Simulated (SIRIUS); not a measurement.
# Moving the dispersion correction in Rh

The cell as given:

It takes space group Fm-3m (No. 225, cubic). The conventional cell has a = 3.796 Å, b = 3.796 Å, c = 3.796 Å, α = 90.00°, β = 90.00°, γ = 90.00°. Rh (site symmetry m-3m) is surrounded by 12 Rh at 2.68 Å.

Kept alike: task relaxation of cell and atoms; functional PBE; k mesh 8 × 8 × 8; occupations fermi-dirac, width 0.05 eV; no spin polarisation. Program: SIRIUS, PseudoDojo 0.4.1 PBE standard (scalar relativistic), cutoff 1202 eV. The mesh is that of the run's cell of 1 atom. No spin-orbit coupling.

```csv
dispersion correction,volume (Å³/atom)
D3(zero),13.690
D3(BJ),13.706
D4,13.651
none,14.109
```

The relaxations keep at least the cell's symmetry (Fm-3m). For a metal such a mesh leaves the last digits unconverged. Relaxations stop with a little pressure left, so the last digits of a volume or edge aren't settled.

What does the dispersion correction change here?

The volume runs from 13.651 (D4) to 14.109 Å³/atom (none). Against no correction: D3(zero) -3.0 %; D3(BJ) -2.9 %; D4 -3.2 %. Dispersion terms mostly attract and so lower the volume; the schemes' coefficients and damping set how far.

All three corrections contract Rh by nearly the same amount, and the differences among them are small beside the step from uncorrected PBE. The metal is held together mainly by its partly filled 4d band, in which bonding states outweigh antibonding ones, with a further contribution from the sp electrons. Dispersion therefore adjusts the equilibrium spacing rather than creating the bond. Because Rh is a stiff metal, a contraction of about 3 % implies a considerable added inward pressure.

PBE tends to make the late 4d metals slightly too large, and the corrected volumes do lie closer to the known one for Rh. That doesn't establish van der Waals attraction as the missing physics. Conduction electrons screen the fluctuating dipoles, which atom-pairwise terms capture only incompletely, so part of the improvement probably compensates for PBE's own error in describing the metallic bond. The close agreement between schemes is weak support for their accuracy, since they share this pairwise starting point. Better volumes alone also don't show that cohesive energy or elastic response would improve.
